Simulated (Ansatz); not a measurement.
Mg:

```xyz
4
Lattice="3.1768 0.0000 0.0000 -1.5884 2.7512 0.0000 0.0000 0.0000 10.3189" Properties=species:S:1:pos:R:3 pbc="T T T"
Mg    1.5884    0.9171    7.7391
Mg    0.0000    0.0000    5.1594
Mg    0.0000    1.8341    2.5797
Mg    0.0000    0.0000    0.0000
```

Base run:

| Property | Result |
| --- | --- |
| Program | Ansatz 0.2.0 |
| Functional | PBEsol |
| Potentials or basis | Ansatz PAW |
| Cutoff | 420 eV |
| Density cutoff | 1680 eV |
| k mesh | 10 × 10 × 3 |
| Occupations | fermi-dirac, width 0.05 eV |
| Spin | no spin polarisation |

Its results: band gap on the k mesh none (metal or under the smearing width); pressure 0.2 GPa.

Task: The run is repeated on the same cell with these changes: functional from PBEsol to BLYP. What comes out?

Result: Band gap on the k mesh none (metal or under the smearing width); pressure 1.6 GPa.

BLYP binds less tightly than PBEsol, so the same cell stands under more pressure.

Caveats: the PAW data sets come from PBE, with cores solved anew for the run's functional, which leaves a small shift of forces and pressure; the potentials were made for another functional, which shifts forces and pressure (some runs).

Not every run made on this cell is shown here.
